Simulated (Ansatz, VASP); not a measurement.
**One calculation of PbSe (Clausthalite), two programs**

```
CELL_PARAMETERS angstrom
0.00000 3.06065 3.06065
3.06065 0.00000 3.06065
3.06065 3.06065 0.00000
ATOMIC_POSITIONS crystal
Pb 0.00000 0.00000 0.00000
Se 0.50000 0.50000 0.50000
```

Alike in both runs: task relaxation of cell and atoms; functional BLYP; dispersion D4; k mesh 8 × 8 × 8; occupations fermi-dirac, width 0.05 eV; no spin polarisation.

```csv
,VASP,Ansatz
version,VASP 6.6.1,Ansatz 0.2.0
potentials or method,"VASP PAW PBE potentials, release 64 (Pb_d, Se)",Ansatz PAW
plane-wave cutoff (eV),600,420
valence electrons in the cell,20,30
```

Ansatz gave:

- relaxed volume (Å³/atom): 31.71
- relaxed cell length with the largest relative difference (Å): 4.476
- energy change over the relaxation (meV/atom): -33

**Question.** What did VASP give for the same quantities?

**Answer.** Relaxed volume (Å³/atom): 31.73; relaxed cell length with the largest relative difference (Å): 4.477; energy change over the relaxation (meV/atom): -36.

The two sets of potentials don't hold the same shells in valence.

Caveats: the volume moved by +11 % from the deposited cell, more than functionals usually miss; the PAW data sets were made with another functional, which shifts forces and pressure a little (VASP); the plane-wave basis is chosen anew once the cell has moved, so the energies of steps on either side of that aren't comparable (Ansatz); the PAW data sets come from PBE, with cores solved anew for the run's functional, which leaves a small shift of forces and pressure (Ansatz). Zero-point motion and thermal expansion aren't in these numbers. A k mesh can miss the band edges.
